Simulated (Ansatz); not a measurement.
## All-electron card of NaH

```
Na H
1.0
     0.00000    2.38642    2.38642
     2.38642    0.00000    2.38642
     2.38642    2.38642    0.00000
Na H
1 1
Cartesian
  0.0000 0.0000 0.0000
  2.3864 2.3864 2.3864
```

Atoms are numbered in the order listed.

Structure from Materials Project entry mp-23870 (possibly hypothetical), not relaxed further.

All numbers are computed: DFT, PBEsol, all-electron LAPW, scalar-relativistic (Ansatz 0.2.0); DFT, PBEsol, PAW with Ansatz's default frozen-core files, scalar-relativistic (Ansatz 0.2.0).

For LAPW: a Γ-centred 11×11×11 k mesh, Fermi–Dirac smearing of 0.02 eV, basis error target 0.25 meV/atom, no spin polarisation. PAW takes a cutoff of 420 eV at this cell (files made with PBE, cores remade for this functional). The Ansatz runs share mesh, smearing and spin set-up. Values come from LAPW unless marked.

```yaml
Pressure_at_this_cell: 0.28 GPa
Band_gap: 3.62 eV, indirect from W (0.5, 0.25, 0.75) to L (0.5, 0.5, 0.5)
Smallest_direct_gap_on_the_path: 4.54 eV
Löwdin_charges_with_0.02_e_of_the_cell_spilling_out_of_the_atomic_basis_so_their_sizes_and_signs_hang_on_that_basis: Na1 0.58, H2 -0.56 e
Bader_charges_from_the_PAW_run: Na1 +0.80, H2 -0.80 e
Volume_per_atom: 13.59 Å³
```
